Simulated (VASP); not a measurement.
## W2C3: single point with PBE

The system is W2C3.

```
W C
1.0
     2.85207   -3.13431    0.00000
     2.85207    3.13431    0.00000
     0.00000    0.00000    5.99262
W C
4 6
Direct
  0.50000 0.00000 0.25000
  0.50000 0.00000 0.75000
  0.00000 0.50000 0.25000
  0.00000 0.50000 0.75000
  0.61409 0.38591 0.00000
  0.61409 0.38591 0.50000
  0.38591 0.61409 0.00000
  0.38591 0.61409 0.50000
  0.00000 0.00000 0.25000
  0.00000 0.00000 0.75000
```

The cell was built by a generator and needn't be a form met in nature.

```
Program                : VASP 6.6.1
Task                   : single point
Functional             : PBE
Potentials or basis    : VASP PAW PBE potentials, release 64 (W_sv, C)
Cutoff                 : 520 eV
k mesh                 : 5 × 5 × 4
Occupations            : gaussian, width 0.15 eV
Spin                   : no spin polarisation
Further INCAR settings : PREC = Normal; LREAL = Auto; ALGO = Fast; EDIFF = 1e-05; NBANDS = 51
```

```
Pressure               : 0.2 GPa
Largest force          : 0.010 eV/Å
Band gap on the k mesh : none (metal or under the smearing width)
```

Forces on the atoms (eV/Å):
```
W    0.000  0.000  0.000
W    0.000  0.000  0.000
W    0.000  0.000  0.000
W    0.000  0.000  0.000
C    0.000 -0.010  0.000
C    0.000 -0.010  0.000
C    0.000  0.010  0.000
C    0.000  0.010  0.000
C    0.000  0.000  0.000
C    0.000  0.000  0.000
```

Stress tensor (GPa, compression positive):
```
 0.32  0.00  0.00
 0.00  0.50  0.00
 0.00  0.00 -0.27
```

Levels at points of the mesh, in eV from the Fermi level:
| k point | band 37 | band 38 | band 39 | band 40 | band 41 | band 42 | band 43 | band 44 |
| --- | --- | --- | --- | --- | --- | --- | --- | --- |
| (0.00, 0.00, 0.00) | -0.95 | -0.81 | -0.78 | -0.73 | 0.50 | 0.57 | 1.28 | 1.37 |
| (0.00, 0.00, 0.50) | -0.57 | -0.57 | 0.00 | 0.00 | 0.42 | 0.42 | 0.64 | 0.64 |

Run time: 68 s on 1 thread of Intel(R) Xeon(R) Platinum 8488C (Sapphire Rapids), on a shared host, peak memory 0.21 GiB.

Spin-orbit coupling is left out, which matters for the levels of W.
